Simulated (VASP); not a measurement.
Wanted: the native input for a VASP 6.6.1 run.

- Task: relaxation of cell and atoms
- Functional: r2SCAN
- Potentials or basis: VASP PAW PBE potentials, release 64 (Be, Te)
- Cutoff: 600 eV
- k mesh: 8 × 8 × 8
- Occupations: gaussian, width 0.02 eV
- Spin: no spin polarisation
- Dipole correction: no
- Further INCAR settings: ALGO = Normal; EDIFF = 1e-07; IBRION = 2; EDIFFG = -0.005; NSW = 100; ISIF = 3

Crystal: BeTe.

```xyz
2
Lattice="0.0000 2.7700 2.7700 2.7700 0.0000 2.7700 2.7700 2.7700 0.0000" Properties=species:S:1:pos:R:3 pbc="T T T"
Be    0.0000    0.0000    0.0000
Te    1.3850    1.3850    1.3850
```

One way to write it, as run:

POSCAR

```
BeTe
1.0
    0.0000000000      2.7700000000      2.7700000000
    2.7700000000      0.0000000000      2.7700000000
    2.7700000000      2.7700000000      0.0000000000
Be Te
1 1
Direct
    0.0000000000      0.0000000000      0.0000000000
    0.2500000000      0.2500000000      0.2500000000
```

INCAR.step1

```
SYSTEM = BeTe
PREC = Accurate
ENCUT = 600
ISMEAR = 0
SIGMA = 0.02
LREAL = .False.
LASPH = .True.
NELM = 60
GGA = PE
ALGO = Normal
EDIFF = 1E-4
LWAVE = .True.
LCHARG = .False.
```

INCAR.step2

```
SYSTEM = BeTe
PREC = Accurate
ENCUT = 600
EDIFF = 1E-7
ISMEAR = 0
SIGMA = 0.02
LREAL = .False.
LASPH = .True.
NELM = 60
ALGO = Normal
ISIF = 3
LWAVE = .False.
LCHARG = .False.
METAGGA = R2SCAN
LMIXTAU = .True.
IBRION = 2
NSW = 100
EDIFFG = -0.005
ISTART = 1
```

KPOINTS

```
regular mesh
0
Gamma
  8 8 8
  0 0 0
```

Potentials or basis: VASP PAW PBE potentials, release 64 (Be, Te).

The run is started by

```sh
$ cat potpaw_PBE.64/Be/POTCAR potpaw_PBE.64/Te/POTCAR > POTCAR
$ cp INCAR.step1 INCAR
$ mpirun -np 1 vasp_std > vasp.out
$ cp INCAR.step2 INCAR
$ mpirun -np 1 vasp_std > vasp.out
```

Results of the run:

```
Relaxed volume                         : 22.69 Å³/atom
Relaxed cell                           : a = 4.004 Å, b = 4.004 Å, c = 4.004 Å, α = 60.00°, β = 60.00°, γ = 60.00°
Space group after relaxing (to 0.05 Å) : F-43m (No. 216)
Energy gained by relaxing              : 19.0 meV/atom
Ionic steps                            : 3
Pressure after relaxing                : 0.0 GPa
Band gap on the k mesh                 : 2.37 eV, indirect (least direct gap 4.03 eV)
```

Caveat: the PAW data sets were made with another functional, which shifts forces and pressure a little; spin-orbit coupling is left out, which moves the levels of the heavy elements.

It took 57 s on 1 thread of Intel(R) Xeon(R) 6975P-C (Granite Rapids), on a shared host, peak memory 0.2 GiB.
